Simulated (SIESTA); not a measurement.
# ZnS (F-43m) in SIESTA: notebook, part 2 of 2

SIESTA 5.4.2.

## 3. Single point, PBEsol, 18.94 Å³/atom

ZnS.fdf

```
SystemName                      ZnS
SystemLabel                     ZnS
NumberOfSpecies                 2
NumberOfAtoms                   2
%block ChemicalSpeciesLabel
  1  30 Zn
  2  16 S
%endblock ChemicalSpeciesLabel

LatticeConstant                 1.0 Ang
%block LatticeVectors
     0.0000000000     2.6654820099     2.6654820099
     2.6654820099     0.0000000000     2.6654820099
     2.6654820099     2.6654820099     0.0000000000
%endblock LatticeVectors
AtomicCoordinatesFormat         Fractional
%block AtomicCoordinatesAndAtomicSpecies
     0.7500000000     0.7500000000     0.7500000000  1  Zn
     0.0000000000     0.0000000000     0.0000000000  2  S
%endblock AtomicCoordinatesAndAtomicSpecies

%block kgrid.MonkhorstPack
    9   0   0  0.0
    0   9   0  0.0
    0   0   9  0.0
%endblock kgrid.MonkhorstPack
XC.Functional                   GGA
XC.Authors                      PBEsol
PAO.BasisSize                   DZP
PAO.EnergyShift                 0.003 Ry
Mesh.Cutoff                     800 Ry
OccupationFunction              FD
ElectronicTemperature           0.05 eV
MaxSCFIterations                120
SCF.MustConverge                false
SCF.Mixer.Method                Pulay
SCF.Mixer.Weight                0.25
SCF.Mixer.History               8
SCF.DM.Tolerance                5.0e-05
SCF.H.Tolerance                 1.0e-03 eV
WriteForces                     true
Charge.Mulliken                 end
%block PAO.Basis
  Zn 5
  n=3 0 2
    2.276 0.000
  n=4 0 2
    6.317 0.000
  n=3 1 2
    2.537 0.000
  n=4 1 1
    6.317
  n=3 2 2
    4.164 0.000
%endblock PAO.Basis
```

Potentials or basis: PseudoDojo 0.4 standard (PBEsol files), DZP (energy shift 0.003 Ry; two zetas on semicore shells).

Started as:

```console
$ siesta < ZnS.fdf > ZnS.out 2>&1
```

Wall time 20 s (1 thread of Arm Neoverse V1, shared host); peak memory 0.21 GiB.

The run converged. Its results:

- Free energy: -5985.2579 eV
- Pressure: 2.2 GPa
- Band gap on the k mesh: 2.59 eV, direct

Caveat: short orbitals over semicore shells can move pressures by several GPa; the valence orbitals were made in a potential fitted to the semicore shell under them, which widens gaps by tenths of an eV or more; an odd mesh through Γ misses points on the zone boundary, where band edges often lie; the basis of atomic orbitals isn't converged, which shifts pressures, moduli and gaps.

## 4. Single point, PBEsol, 19.33 Å³/atom

ZnS.fdf, as its differences from that of step 3:

```diff
@@ -11,5 +11,5 @@
 %block LatticeVectors
-     0.0000000000     2.6654820099     2.6654820099
-     2.6654820099     0.0000000000     2.6654820099
-     2.6654820099     2.6654820099     0.0000000000
+     0.0000000000     2.6838652254     2.6838652254
+     2.6838652254     0.0000000000     2.6838652254
+     2.6838652254     2.6838652254     0.0000000000
 %endblock LatticeVectors
```

Started as:

```console
$ siesta ZnS.fdf > ZnS.out 2>&1
```

Wall time 20 s (1 thread of Arm Neoverse V1, shared host); peak memory 0.21 GiB.

Results (log left out):

* Free energy: -5985.2638 eV
* Pressure: 0.4 GPa
* Band gap on the k mesh: 2.48 eV, direct

Caveat: short orbitals over semicore shells can move pressures by several GPa; the valence orbitals were made in a potential fitted to the semicore shell under them, which widens gaps by tenths of an eV or more; an odd mesh through Γ misses points on the zone boundary, where band edges often lie; the basis of atomic orbitals isn't converged, which shifts pressures, moduli and gaps.

## 5. Single point, PBEsol, 19.73 Å³/atom

ZnS.fdf, as its differences from that of step 4:

```diff
@@ -11,5 +11,5 @@
 %block LatticeVectors
-     0.0000000000     2.6838652254     2.6838652254
-     2.6838652254     0.0000000000     2.6838652254
-     2.6838652254     2.6838652254     0.0000000000
+     0.0000000000     2.7020000000     2.7020000000
+     2.7020000000     0.0000000000     2.7020000000
+     2.7020000000     2.7020000000     0.0000000000
 %endblock LatticeVectors
```

Started as:

```console
$ siesta < ZnS.fdf > ZnS.out 2>&1
```

Wall time 21 s (1 thread of Arm Neoverse V1, shared host); peak memory 0.21 GiB.

The run converged. Its results:

* Free energy: -5985.2619 eV
* Pressure: -1.1 GPa
* Band gap on the k mesh: 2.36 eV, direct

Caveat: short orbitals over semicore shells can move pressures by several GPa; the valence orbitals were made in a potential fitted to the semicore shell under them, which widens gaps by tenths of an eV or more; an odd mesh through Γ misses points on the zone boundary, where band edges often lie; the basis of atomic orbitals isn't converged, which shifts pressures, moduli and gaps.

## 6. Single point, PBEsol, 20.12 Å³/atom

ZnS.fdf, as its differences from that of step 5:

```diff
@@ -11,5 +11,5 @@
 %block LatticeVectors
-     0.0000000000     2.7020000000     2.7020000000
-     2.7020000000     0.0000000000     2.7020000000
-     2.7020000000     2.7020000000     0.0000000000
+     0.0000000000     2.7198945612     2.7198945612
+     2.7198945612     0.0000000000     2.7198945612
+     2.7198945612     2.7198945612     0.0000000000
 %endblock LatticeVectors
```

Potentials or basis: PseudoDojo 0.4 standard (PBEsol files), DZP (energy shift 0.003 Ry; two zetas on semicore shells).

Started as:

```console
$ siesta ZnS.fdf > ZnS.out 2>&1
```

Run time: 21 s. Hardware: 1 thread of Arm Neoverse V1, shared host; peak memory 0.2 GiB.

Results (log left out):

```yaml
Free_energy: -5985.2528 eV
Pressure: -2.5 GPa
Band_gap_on_the_k_mesh: 2.25 eV, direct
```

Caveat: short orbitals over semicore shells can move pressures by several GPa; the valence orbitals were made in a potential fitted to the semicore shell under them, which widens gaps by tenths of an eV or more; an odd mesh through Γ misses points on the zone boundary, where band edges often lie; the basis of atomic orbitals isn't converged, which shifts pressures, moduli and gaps.

## 7. Single point, PBEsol, 20.52 Å³/atom

ZnS.fdf, as its differences from that of step 6:

```diff
@@ -11,5 +11,5 @@
 %block LatticeVectors
-     0.0000000000     2.7198945612     2.7198945612
-     2.7198945612     0.0000000000     2.7198945612
-     2.7198945612     2.7198945612     0.0000000000
+     0.0000000000     2.7375567091     2.7375567091
+     2.7375567091     0.0000000000     2.7375567091
+     2.7375567091     2.7375567091     0.0000000000
 %endblock LatticeVectors
```

Started as:

```console
$ siesta ZnS.fdf > ZnS.out 2>&1
```

Run time: 21 s. Hardware: 1 thread of Arm Neoverse V1, shared host; peak memory 0.2 GiB.

It converged, with:

- Free energy: -5985.2373 eV
- Pressure: -3.8 GPa
- Band gap on the k mesh: 2.14 eV, direct

Caveat: short orbitals over semicore shells can move pressures by several GPa; the valence orbitals were made in a potential fitted to the semicore shell under them, which widens gaps by tenths of an eV or more; an odd mesh through Γ misses points on the zone boundary, where band edges often lie; the basis of atomic orbitals isn't converged, which shifts pressures, moduli and gaps.

## 8. Single point, PBEsol, 20.91 Å³/atom

ZnS.fdf, as its differences from that of step 7:

```diff
@@ -11,5 +11,5 @@
 %block LatticeVectors
-     0.0000000000     2.7375567091     2.7375567091
-     2.7375567091     0.0000000000     2.7375567091
-     2.7375567091     2.7375567091     0.0000000000
+     0.0000000000     2.7549938462     2.7549938462
+     2.7549938462     0.0000000000     2.7549938462
+     2.7549938462     2.7549938462     0.0000000000
 %endblock LatticeVectors
```

Started as:

```console
$ siesta < ZnS.fdf > ZnS.out 2>&1
```

Wall time 23 s (1 thread of Arm Neoverse V1, shared host); peak memory 0.23 GiB.

It converged, with:

```yaml
Free_energy: -5985.2150 eV
Pressure: -5.0 GPa
Band_gap_on_the_k_mesh: 2.04 eV, direct
```

Caveat: short orbitals over semicore shells can move pressures by several GPa; the valence orbitals were made in a potential fitted to the semicore shell under them, which widens gaps by tenths of an eV or more; an odd mesh through Γ misses points on the zone boundary, where band edges often lie; the basis of atomic orbitals isn't converged, which shifts pressures, moduli and gaps.

## 9. Equation of state, PBEsol

Potentials or basis: PseudoDojo 0.4 standard (PBEsol files), DZP (energy shift 0.003 Ry; two zetas on semicore shells).

This step only gathers the single runs of the series.

Results:

| Property | Result |
| --- | --- |
| Equilibrium volume | 19.43 Å³/atom |
| Bulk modulus | 80 GPa |
| Pressure derivative of the bulk modulus | 4.4 (rough: it moves with the points fitted) |

Energy against volume, from the lowest point:
```csv
volume (Å³/atom),energy (meV/atom)
18.543,11.00
18.938,2.98
19.332,0.00
19.727,0.98
20.121,5.51
20.516,13.29
20.910,24.41
```

Caveat: short orbitals over semicore shells can move pressures by several GPa; the valence orbitals were made in a potential fitted to the semicore shell under them, which widens gaps by tenths of an eV or more; the basis of atomic orbitals isn't converged, which shifts pressures, moduli and gaps.

## 10. Comparison with measurements

Step 9. A measured bulk modulus of ZnS is 76.9 GPa (quoted in “Electronic, vibrational, and thermodynamic properties of ZnS (zincblende and rocksalt structure)”, 2009, arxiv:0911.5022); the calculated 80 GPa misses it by +4.2 %. The fit is for a static lattice scaled at fixed shape and fixed fractional positions.
